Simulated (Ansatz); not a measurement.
Input and command of a plane-wave DFT calculation in Ansatz:

```yaml
crystal:
  lattice:
    - [0.0, 2.73155275, 2.8563445]
    - [2.73155275, 0.0, 2.8563445]
    - [2.73155275, 2.73155275, 0.0]
  atoms:
    - { symbol: Ag, position: [0.5, 0.5, 0.5] }
    - { symbol: Cl, position: [0.0, 0.0, 0.0] }
basis:
  ecutwfc: 500
kpoints:
  mp_grid: { grid: [8, 8, 8] }
hamiltonian:
  xc: r2scan
scf:
  occupations: { method: gaussian, width: 0.05 }
output:
  forces: true
  stress: true
  eigenvalues: true
```

```bash
ansatz run input.yaml --threads 1 --pin off --max-ram 2560MiB --backend cpu --events-out ev --progress --plain --runs-dir out
```

Processor: Arm Neoverse V1, 1 thread, on a host shared with other jobs.

Task: Estimate time, memory and problem size.

Result: About 7.2 s on 1 thread of Arm Neoverse V1, on a shared host, peak memory 0.45 GiB. It solves 17 bands at 59 k points (the mesh reduced by symmetry) with about 1079 plane waves, in 7 SCF iterations.
